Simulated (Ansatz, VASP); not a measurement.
**S: VASP beside Ansatz**

```
S
1.0
     3.91238    2.25882    6.67219
    -3.91238    2.25882    6.67219
     0.00000   -4.51763    6.67219
S
12
Direct
  0.01019 0.65361 0.01019
  0.01019 0.01019 0.65361
  0.65361 0.01019 0.01019
  0.98981 0.34639 0.98981
  0.34639 0.98981 0.98981
  0.98981 0.98981 0.34639
  0.22118 0.63060 0.22118
  0.22118 0.22118 0.63060
  0.63060 0.22118 0.22118
  0.77882 0.36940 0.77882
  0.36940 0.77882 0.77882
  0.77882 0.77882 0.36940
```

Alike in both runs: task single point; functional PBEsol; k mesh 3 × 3 × 3; occupations gaussian, width 0.1 eV; no spin polarisation.

```csv
,VASP,Ansatz
version,VASP 6.6.1,Ansatz 0.2.0
potentials or method,"VASP PAW PBE potentials, release 64 (S)","scalar-relativistic, plane waves, PAW"
plane-wave cutoff (eV),520,420
valence electrons in the cell,72,72
```

VASP gave:

| Property | Result |
| --- | --- |
| gap on the k mesh at the Fermi level (eV) | none |
| pressure (GPa) | -8.9 |
| largest component of the traceless stress (GPa) | 0.34 |
| rms of the force components (eV/Å) | 0.565 |

Q: What did Ansatz give for the same quantities?

A: gap on the k mesh at the Fermi level (eV): none; pressure (GPa): -8.9; largest component of the traceless stress (GPa): 0.34; rms of the force components (eV/Å): 0.561.

Atom by atom the forces differ by 0.004 eV/Å (rms over components). A gap of «none» marks a metal or a gap that the smearing closes.

Caveats: the PAW data sets were made with another functional, which shifts forces and pressure a little (VASP).
